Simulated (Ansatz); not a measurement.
**TiO2: element swaps in one structure**

An exercise on one series of results from a longer session: the logs are not shown, and one member is left open.

Computed with Ansatz 0.2.0 (DFT r2SCAN+U, scalar-relativistic, plane waves, PAW, unless a step's input says otherwise).

**The structure to begin with**

Symmetry: I4_1/amd, No. 141, tetragonal system. The conventional cell has a = 3.797 Å, b = 3.797 Å, c = 9.662 Å, α = 90.00°, β = 90.00°, γ = 90.00°. Around Ti (site symmetry -4m2) lie 6 O at 1.95 to 1.99 Å. Around O (site symmetry 2mm) lie 3 Ti at 1.95 to 1.99 Å.

As a file:

```cif
data_structure
_symmetry_space_group_name_H-M 'P 1'
_symmetry_Int_Tables_number 1
_cell_length_a 5.5269
_cell_length_b 5.5269
_cell_length_c 5.5269
_cell_angle_alpha 139.824
_cell_angle_beta 139.824
_cell_angle_gamma 58.121
_cell_volume 69.64
loop_
_atom_site_label
_atom_site_type_symbol
_atom_site_fract_x
_atom_site_fract_y
_atom_site_fract_z
_atom_site_occupancy
Ti1 Ti 0.00000 0.00000 0.00000 1
Ti2 Ti 0.75000 0.25000 0.50000 1
O1 O 0.95612 0.45612 0.50000 1
O2 O 0.20612 0.20612 0.00000 1
O3 O 0.54388 0.04388 0.50000 1
O4 O 0.79388 0.79388 0.00000 1
```

It goes back to an entry of the Materials Project.

It is the result of an earlier relaxation at this level (volume 11.61 Å³/atom; gap on the mesh: 3.13 eV).

Set-up of the first run:

Input file input.yaml:

```yaml
crystal:
  lattice:
    - [-1.840128001, 1.840128001, 4.6831100822]
    - [1.840128001, -1.840128001, 4.6831100822]
    - [1.840128001, 1.840128001, -4.6831100822]
  atoms:
    - { symbol: Pb, position: [0.0, 0.0, 0.0] }
    - { symbol: Pb, position: [0.75, 0.25, 0.5] }
    - { symbol: O, position: [0.9561225804, 0.4561225804, 0.5] }
    - { symbol: O, position: [0.2061225804, 0.2061225804, 0.0] }
    - { symbol: O, position: [0.5438774196, 0.0438774196, 0.5] }
    - { symbol: O, position: [0.7938774196, 0.7938774196, 0.0] }
basis:
  ecutwfc: 500
kpoints:
  mp_grid: { grid: [8, 8, 8] }
hamiltonian:
  xc: r2scan
scf:
  occupations: { method: gaussian, width: 0.1 }
output:
  forces: true
  stress: true
  eigenvalues: true
```

On the command line:

```bash
$ ansatz run input.yaml --threads 1 --pin off --max-ram 2560MiB --backend cpu --events-out ev --progress --plain --runs-dir out
```

Among the steps run: Quick check of gap, pressure and forces (PbO2); Rough relaxation on the coarse mesh (PbO2); Full relaxation (PbO2); Band edges over the zone (PbO2).

One of the session's tables, all rows but one given; the rest of the session is left out.

Lengths are those of the vectors of the cell that was run:

```
   swap  volume (Å³/atom)  a (Å)  b (Å)  c (Å)
   none             11.61  5.527  5.527  5.527
 O → Te             33.09  7.540  7.540  7.540
Ti → Si                 ?      ?      ?      ?
Ti → Pb             16.01  6.152  6.152  6.152
```

Estimate the missing values for Ti → Si.

The run gave: volume (Å³/atom): 8.53; a (Å): 4.874; b (Å): 4.874; c (Å): 4.874. In the column «volume (Å³/atom)» it is the lowest.

Lengths are those of the computed cell. Rows of earlier swaps come from the sessions before.
